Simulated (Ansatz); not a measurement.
Notes on Mn

```xyz
4
Lattice="4.0244 0.0000 0.0000 0.0000 4.0244 0.0000 0.0000 0.0000 2.7843" Properties=species:S:1:pos:R:3 pbc="T T T"
Mn    0.0000    0.0000    0.0000
Mn    2.0122    2.0122    0.0000
Mn    0.0000    2.0122    1.7402
Mn    2.0122    0.0000    1.0441
```

The numbers come from plane-wave PAW DFT (Ansatz): PBE, no spin polarisation, 420 eV, 8×8×12 Γ-centred k points, fermi-dirac occupations (width 0.1 eV). Nothing was relaxed.

Task: Is the cell too large or too small?

Result: The pressure is -4.3 GPa (compression positive), so with the atoms held at these fractions the cell would first shrink; the forces are large, so a full relaxation may end otherwise. The principal stresses -7.1, -2.9, -2.9 GPa differ, so its shape would change too.

Task: What do density and ELF say about some of the short contacts?

Result: Mn–Mn at 2.27 Å: least valence density 0.55 e/Å³ and ELF 0.32 there. These are pseudo-fields; inside the PAW spheres they differ from the all-electron ones.

Task: What happens at the Fermi level?

Result: It is a metal, with about 4.8 states/eV a cell as the mean within 0.25 eV of the Fermi level, mostly Mn d (95 %).

Task: Which atom feels the largest force, and which way?

Result: The largest is on Mn3 (and as large on other atoms): 1.12 eV/Å, components (0.00, 0.00, -1.12). It makes 117° with the line to a nearest neighbour, Mn1 at 2.27 Å.

Origin: a known structure type with other elements, at an estimated volume, so it need not be a known compound. Caveats: no spin polarisation, so a magnetic state may lie lower.
